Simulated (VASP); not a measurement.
Wanted: the native input for a VASP 6.6.1 run.

* Task: single point
* Functional: PBE
* Potentials or basis: VASP PAW PBE potentials, release 64 (Fe, O)
* Cutoff: 520 eV
* k mesh: 11 × 11 × 11
* Occupations: fermi-dirac, width 0.05 eV
* Spin: collinear spin, ferromagnetic start
* Starting moments: [4.5, 0.0] μB
* Further INCAR settings: ALGO = Normal; EDIFF = 1e-06; NBANDS = 18

The structure of FeO (Wuestite) lies in POSCAR:

```
FeO
1.0
    1.5188209023      0.8768916568      2.5195772846
   -1.5188209023      0.8768916568      2.5195772846
    0.0000000000     -1.7537833136      2.5195772846
Fe O
1 1
Direct
    0.0000000000      0.0000000000      0.0000000000
    0.5000000000      0.5000000000      0.5000000000
```

The input as run:

INCAR

```
PREC = Accurate
ENCUT = 520
EDIFF = 1E-6
ISMEAR = -1
SIGMA = 0.05
LREAL = False
LASPH = True
NELM = 100
ALGO = Normal
ISIF = 2
LWAVE = False
LCHARG = False
ISPIN = 2
MAGMOM = 4.5 0
LORBIT = 11
LMAXMIX = 4
GGA = PE
NBANDS = 18
```

KPOINTS

```
Automatic mesh
0
Gamma
  11 11 11
```

Potentials or basis: VASP PAW PBE potentials, release 64 (Fe, O).

Launch:

```sh
$ cat potpaw_PBE.64/Fe/POTCAR potpaw_PBE.64/O/POTCAR > POTCAR
$ mpirun -np 1 vasp_std > vasp.out
```

Results of the run:

The pressure is -1.2 GPa. The band gap on the k mesh is none (metal or under the smearing width), the net moment is 4.00 μB per cell and the site moments are Fe +3.62; O +0.30 μB. The valence electrons inside the program's atomic spheres are Fe 6.72; O 4.99.

Caveat: a cell with one magnetic atom can't hold antiferromagnetic order, which such compounds often take; semilocal functionals often make such compounds metallic where correlation or magnetic order opens a gap, which also shifts bond lengths.

Run time: 35 s on 1 thread of Intel(R) Xeon(R) 6975P-C (Granite Rapids), on a shared host, peak memory 0.21 GiB.
